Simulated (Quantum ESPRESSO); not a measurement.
## TiAl under changes of volume

One of the cells (16.065 Å³/atom); the others are scaled copies at fixed shape and fractional positions:

```xyz
2
Lattice="3.1791 0.0000 0.0000 0.0000 3.1791 0.0000 0.0000 0.0000 3.1791" Properties=species:S:1:pos:R:3 pbc="T T T"
Ti    0.0000    0.0000    0.0000
Al    1.5895    1.5895    1.5895
```

The cell comes from a database or a generator and needn't be the stable form of this composition.

* Program: Quantum ESPRESSO 7.5
* Functional: LDA
* Potentials or basis: GBRV 1.5 LDA
* Cutoff: 612 eV
* Density cutoff: 4898 eV
* k mesh: 8 × 8 × 8
* Occupations: fermi-dirac, width 0.05 eV
* Spin: no spin polarisation

```csv
volume (Å³/atom),energy over the lowest point (meV/atom),pressure (GPa)
15.101,0.00,1.3
15.422,0.26,-1.3
15.743,5.48,-3.7
16.065,15.23,-5.8
16.386,29.08,-7.8
16.707,46.59,-9.5
17.028,?,?
```

Question: What does the run at 17.028 Å³/atom give?

Answer: Energy over the lowest point 67.38 meV/atom; pressure -11.1 GPa.

Worked out: A Birch-Murnaghan fit of order 3 (a polynomial in V^(-2/3)) to the other rows has its minimum at 15.24 Å³/atom with B0 = V·E''(V) = 124 GPa and B' = 3.7. It gives 67.48 meV/atom at 17.028 Å³/atom, against the run's 67.38, and -dE/dV = -11.2 GPa, against -11.1.

Energies are extrapolated to zero smearing.
